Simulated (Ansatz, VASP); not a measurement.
**Al: VASP beside Ansatz**

The input INCAR:

```
SYSTEM = Al
PREC     = Accurate       ! precision mode
ENCUT    = 520            ! plane-wave cutoff, eV
EDIFF    = 1E-6           ! SCF threshold, eV
ISMEAR   = -1             ! smearing method
SIGMA    = 0.025851999786435532 ! smearing width, eV
LREAL    = .FALSE.        ! projectors in reciprocal space
LASPH    = .TRUE.         ! aspherical terms in the spheres
NELM     = 80             ! most SCF steps
ALGO     = Normal         ! electronic algorithm
ISIF     = 2              ! what is computed and relaxed
LWAVE    = .FALSE.        ! write WAVECAR
LCHARG   = .FALSE.        ! write CHGCAR
GGA      = PE             ! functional
NBANDS   = 8              ! bands
```

Contents of KPOINTS:

```
Automatic mesh
0
G
  10 10 10
  0 0 0
```

Contents of POSCAR:

```
Al
1.0
   -1.5636929947      1.5671572380      1.5330781832
    1.5851223913     -1.5850721999      1.5724225417
    1.5901457403      1.6115249455     -1.5509931451
Al
1
Direct
    0.0000000000      0.0000000000      0.0000000000
```

Input for Ansatz:

```yaml
crystal:
  lattice:
    - [-1.5636929947, 1.567157238, 1.5330781832]
    - [1.5851223913, -1.5850721999, 1.5724225417]
    - [1.5901457403, 1.6115249455, -1.5509931451]
  atoms:
    - { symbol: Al, position: [0.0, 0.0, 0.0] }
basis:
  ecutwfc: "24 Ha"
kpoints:
  mp_grid: { grid: [10, 10, 10] }
hamiltonian:
  xc: pbe
scf:
  occupations: { method: fermi_dirac, width: "300 K" }
output:
  forces: true
  stress: true
  eigenvalues: true
```

Alike in both runs: task single point; functional PBE; k mesh 10 × 10 × 10; no spin polarisation.

|  | VASP | Ansatz |
| --- | --- | --- |
| version | VASP 6.6.1 | Ansatz 0.2.0 |
| potentials or method | VASP PAW PBE potentials, release 64 (Al) | scalar-relativistic, plane waves, PAW |
| plane-wave cutoff (eV) | 520 | 653 |
| occupations | fermi-dirac, width 0.025852 eV | fermi-dirac |
| valence electrons in the cell | 3 | 3 |

|  | VASP | Ansatz | Ansatz less VASP |
| --- | --- | --- | --- |
| gap on the k mesh at the Fermi level (eV) | none | none | - |
| pressure (GPa) | 7.0 | 7.0 | +0.02 |
| largest component of the traceless stress (GPa) | 2.76 | 2.76 | -0.005 |

A gap of «none» marks a metal or a gap that the smearing closes.
